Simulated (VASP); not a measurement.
A run of VASP 6.6.1:

POSCAR

```
W2C
1.0
    3.0700456420      0.0000000000      0.0000000000
   -1.5350228210      2.6587375167      0.0000000000
    0.0000000000      0.0000000000      4.6784280000
W C
2 1
Direct
    0.6666666667      0.3333333333      0.2536690000
    0.3333333333      0.6666666667      0.7463310000
    0.0000000000      0.0000000000      0.0000000000
```

Contents of INCAR.step1:

```
PREC = Accurate
ENCUT = 520
EDIFF = 1E-5
ISMEAR = -1
SIGMA = 0.05
LREAL = False
LASPH = True
NELM = 80
ALGO = Normal
ISIF = 2
LWAVE = True
LCHARG = False
NBANDS = 23
GGA = PE
```

The input INCAR.step2:

```
PREC = Accurate
ENCUT = 520
EDIFF = 1E-6
ISMEAR = -1
SIGMA = 0.05
LREAL = False
LASPH = True
NELM = 80
ALGO = Normal
ISIF = 2
LWAVE = False
LCHARG = False
GGA = PE
LHFCALC = True
HFSCREEN = 0.2
AEXX = 0.05
PRECFOCK = Fast
NBANDS = 23
ISTART = 1
```

File KPOINTS:

```
regular mesh
0
Gamma
  5 5 3
```

Potentials or basis: VASP PAW PBE potentials, release 64 (W_sv, C).

Run with:

```sh
$ cat potpaw_PBE.64/W_sv/POTCAR potpaw_PBE.64/C/POTCAR > POTCAR
$ cp INCAR.step1 INCAR
$ mpirun -np 1 vasp_std > vasp.out
$ cp INCAR.step2 INCAR
$ mpirun -np 1 vasp_std > vasp.out
```

Hardware: 1 thread of Intel(R) Xeon(R) Platinum 8488C (Sapphire Rapids), with other jobs on the host.

Task: Estimate the wall time of this run.

Result: Wall time 9.2 min on 1 thread of Intel(R) Xeon(R) Platinum 8488C (Sapphire Rapids) (shared host), peak memory 0.26 GiB. Counts: scf iterations 6, k points 12.
